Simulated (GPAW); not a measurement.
Al:

```
CELL_PARAMETERS angstrom
2.81246 0.00000 0.00000
-1.40623 2.43566 0.00000
0.00000 0.00000 4.86685
ATOMIC_POSITIONS crystal
Al 0.33333 0.66667 0.25000
Al 0.66667 0.33333 0.75000
```

This isn't the form of Al at room conditions, which is fcc.

Base run:

| Property | Result |
| --- | --- |
| Program | GPAW 26.7.0 |
| Functional | PBEsol |
| Potentials or basis | PAW data sets generated in the run's folder for this functional |
| Cutoff | 600 eV |
| Basis | pw |
| k mesh | 11 × 11 × 6 |
| Occupations | fermi-dirac, width 0.05 eV |
| Spin | no spin polarisation |

Its results: pressure -1.2 GPa.

**Question.** The run is repeated on the same cell with these changes: functional from PBEsol to LDA; potentials or basis from PAW data sets generated in the run's folder for this functional to the program's PAW data sets (release 1.2.1) made for this functional. What comes out?

**Answer.** Pressure -2.9 GPa.
